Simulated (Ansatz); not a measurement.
Runs of Ansatz 0.2.0 on BN. Symmetry: F-43m, No. 216, cubic system. The conventional cell has a = 3.626 Å, b = 3.626 Å, c = 3.626 Å, α = 90.00°, β = 90.00°, γ = 90.00°. N (site symmetry -43m) is surrounded by 4 B at 1.57 Å. B (site symmetry -43m) has 4 N at 1.57 Å as nearest neighbours. The cell is a database's computed one.

| task | level | cell | k mesh | cutoff (eV) | gap on the mesh (eV) | pressure (GPa) | relaxed volume (Å³/atom) |
| --- | --- | --- | --- | --- | --- | --- | --- |
| relaxation of cell and atoms | revPBE | relaxed | 13 × 13 × 13 | - | 4.54 | 0.0 | (a) |
| relaxation of cell and atoms | RPBE+D4 | relaxed | 13 × 13 × 13 | - | (c) | 0.0 | 5.81 |
| elastic constants | PBEsol | as given | 10 × 10 × 10 | 474 | 4.28 | (b) | - |
| band structure | BLYP | as given | 13 × 13 × 13 | 448 | 4.92 | 6.6 | - |

Alike in all rows: potentials or basis all-electron LAPW, scalar-relativistic; no spin polarisation; smearing fermi-dirac 0.05 eV; basis error allowed 0.001 eV/atom.

Problem. Fill in the values left out.

Solution. (a) 6.02; (b) -6.3; (c) 4.59.

Caveats: an odd mesh through Γ misses points on the zone boundary, where band edges often lie (some runs); the cell is more than 3 GPa from zero pressure, which shifts response properties (some runs).

Runs at the PBE level aren't shown here.
